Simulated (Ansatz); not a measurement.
Computed with DFT PBE, scalar-relativistic, plane waves, PAW (Ansatz). Settings: cutoff 420 eV, Γ-centred meshes spaced at most about 0.3 Å⁻¹ (2π included), Gaussian smearing. No spin polarisation in the final relaxations.

These are static total energies at zero pressure. All come from trial cells, and lower structures may exist.

Question: Which of these relaxed structures of PbSe is the lowest in energy?
A.

Space group Fm-3m (No. 225). a = 6.218 Å, b = 6.218 Å, c = 6.218 Å, α = 90.00°, β = 90.00°, γ = 90.00°
```tsv
atom	site	symmetry	x	y	z
Pb	4a	m-3m	0.0000	0.0000	0.0000
Se	4b	m-3m	0.5000	0.0000	0.0000
```

B.

Space group F-43m (No. 216). a = 6.903 Å, b = 6.903 Å, c = 6.903 Å, α = 90.00°, β = 90.00°, γ = 90.00°
```
atom  site  symmetry       x       y       z
  Pb    4d      -43m  0.2500  0.2500  0.7500
  Se    4a      -43m  0.0000  0.0000  0.0000
```

Answer: A. It has the rock salt type, space group Fm-3m (No. 225); the next, B, with the zinc blende type, space group F-43m (No. 216), lies 180 meV/atom higher. Counting Se atoms around Pb (those within 1.25 times the shortest such distance or 1.15 times the sum of covalent radii), the lowest has Pb 6 and the next has Pb 4.

These runs have no spin–orbit coupling, which can matter for Pb. Cells relaxed within their symmetry can be saddle points. The Fm-3m cell of PbSe came from shaking the F-43m one. The part of the Crystallography Open Database at hand lists PbSe in space group No. 225; sharing a group (Fm-3m) doesn't make a cell the listed structure. Some types were kept out of the candidates beforehand, so the set may lack a known form.
